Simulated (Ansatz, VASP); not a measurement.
# Two plane-wave programs on AlN

```
Al N
1.0
     0.00000   -2.00552   -2.00552
     0.00000    2.00552   -2.00552
     4.01104    0.00000    0.00000
Al N
2 2
Direct
  0.50094 0.49906 0.00011
  0.99906 0.00094 0.49989
  0.50444 0.49556 0.49262
  0.99556 0.00444 0.00738
```

Change from the starting cell: mode 10 frozen in at -0.018 Å and mode 12 at -0.030 Å (largest displacements).

Alike in both runs: task single point; functional LDA; k mesh 8 × 8 × 6; occupations gaussian, width 0.05 eV; no spin polarisation.

|  | VASP | Ansatz |
| --- | --- | --- |
| version | VASP 6.6.1 | Ansatz 0.2.0 |
| potentials or method | VASP PAW LDA potentials, release 64 (Al, N) | scalar-relativistic, plane waves, PAW |
| plane-wave cutoff (eV) | 520 | 520 |
| valence electrons in the cell | 16 | 16 |

Ansatz gave:

```
gap on the k mesh at the Fermi level (eV)       : 4.69
least direct gap on the mesh (eV)               : 4.72
pressure (GPa)                                  : 0.3
largest component of the traceless stress (GPa) : 0.24
rms of the force components (eV/Å)              : 0.360
```

Which values does VASP return?

gap on the k mesh at the Fermi level (eV): 4.68; least direct gap on the mesh (eV): 4.71; pressure (GPa): 1.0; largest component of the traceless stress (GPa): 0.25; rms of the force components (eV/Å): 0.365.

Atom by atom the forces differ by 0.006 eV/Å (rms over components).

A k mesh can miss the band edges.
